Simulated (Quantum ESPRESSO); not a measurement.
The system is BN.

```
N B
1.0
     2.55394    0.00000    0.00000
    -1.27697    2.21178    0.00000
     0.00000    0.00000    4.22685
N B
2 2
Cartesian
  0.0000 1.4745 0.5295
  1.2770 0.7373 2.6430
  0.0000 1.4745 2.1123
  1.2770 0.7373 4.2257
```

Measurements of this composition are mostly on another form, of space group No. 194.

Base run:

* Program: Quantum ESPRESSO 7.5
* Functional: AM05
* Potentials or basis: GBRV 1.5 PBE
* Cutoff: 612 eV
* Density cutoff: 4898 eV
* k mesh: 8 × 8 × 4, shifted
* Occupations: fermi-dirac, width 0.05 eV
* Spin: no spin polarisation

Its results: pressure -5.9 GPa; largest force 0.015 eV/Å; electronic dielectric tensor (diagonal) 4.63, 4.63, 4.79.

Q: After a change of settings the same cell gave: pressure -12.5 GPa; largest force 0.020 eV/Å; electronic dielectric tensor (diagonal) 4.57, 4.57, 4.72. Which change was it?
A. functional from AM05 to BLYP
B. functional from AM05 to PBEsol; potentials or basis from GBRV 1.5 PBE to GBRV 1.5 PBEsol
C. functional from AM05 to LDA; potentials or basis from GBRV 1.5 PBE to GBRV 1.5 LDA
D. functional from AM05 to WC

A: C.

Caveats: the cell is more than 3 GPa from zero pressure, which shifts response properties; the potentials were made for another functional, which shifts forces and pressure (some runs).

Runs at the PBE level aren't shown here.
